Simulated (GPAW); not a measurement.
Here is a GPAW 26.7.0 calculation.

Contents of run.py:

```python
from ase.eos import EquationOfState
from ase.io import Trajectory, read
from ase.units import GPa
from gpaw import GPAW, PW, setup_paths

setup_paths.insert(0, '.')

atoms = read('GaP.xyz')

traj = Trajectory('eos.traj', 'w')
volumes, energies = [], []
for x in [0.94, 0.96, 0.98, 1.0, 1.02, 1.04, 1.06]:
    a = atoms.copy()
    a.set_cell(atoms.cell * x**(1 / 3), scale_atoms=True)
    calc = GPAW(mode=PW(600),
                xc='WC',
                kpts={'size': (8, 8, 8), 'gamma': True},
                occupations={'name': 'fermi-dirac', 'width': 0.05},
                nbands=11,
                convergence={'density': 1e-05, 'energy': 1e-05},
                maxiter=150,
                txt=f'eos-{x:.2f}.txt')
    a.calc = calc
    energies.append(a.get_potential_energy(force_consistent=True))
    volumes.append(a.get_volume())
    p = -a.get_stress()[:3].mean() / GPa
    calc.write(f'eos-{x:.2f}.gpw')
    traj.write(a)
    print(f'{x:.2f} {volumes[-1]:10.4f} A^3 {energies[-1]:14.6f} eV {p:9.3f} GPa', flush=True)

v0, e0, B = EquationOfState(volumes, energies, eos='birchmurnaghan').fit()
print(f'V0 = {v0:.4f} A^3, E0 = {e0:.6f} eV, B0 = {B / GPa:.2f} GPa')
```

File GaP.xyz:

```xyz
2
Lattice="0.0000000000 2.7252500000 2.7252500000 2.7252500000 0.0000000000 2.7252500000 2.7252500000 2.7252500000 0.0000000000" Properties=species:S:1:pos:R:3 pbc="T T T"
Ga     0.0000000000      0.0000000000      0.0000000000
P      4.0878750000      4.0878750000      4.0878750000
```

Potentials or basis: PAW data sets generated in the run's folder for this functional, pw.

The run is started by

```bash
$ gpaw-setup -f WC Ga P
$ OMP_NUM_THREADS=1 python run.py
```

**Question.** Predict the bulk modulus.

**Answer.** 87 GPa.

**Question.** What does it give for the equilibrium volume?

**Answer.** 20.57 Å³/atom.

Energy against volume, from the lowest point:
```tsv
volume (Å³/atom)	energy (meV/atom)
19.026	36.66
19.431	19.19
19.836	7.66
20.240	1.45
20.645	0.00
21.050	2.82
21.455	9.46
```

Caveat: the data sets keep Ga 3d, Li 1s and Be 1s frozen, and some such compounds lay over 1.5 % in volume off other programs.

**What was measured.**

“Phosphorous dimerization in GaP at high pressure”, 2017, arxiv:1709.06667 reports, for a bulk crystal of GaP: bulk modulus 87.5 ± 0.6 GPa.

Measured bulk modulus of GaP: 87.5 GPa (“Phosphorous dimerization in GaP at high pressure”, 2017, arxiv:1709.06667). This calculation gives 87 GPa (-0.1 %). The fit is for a static lattice scaled at fixed shape and fixed fractional positions.
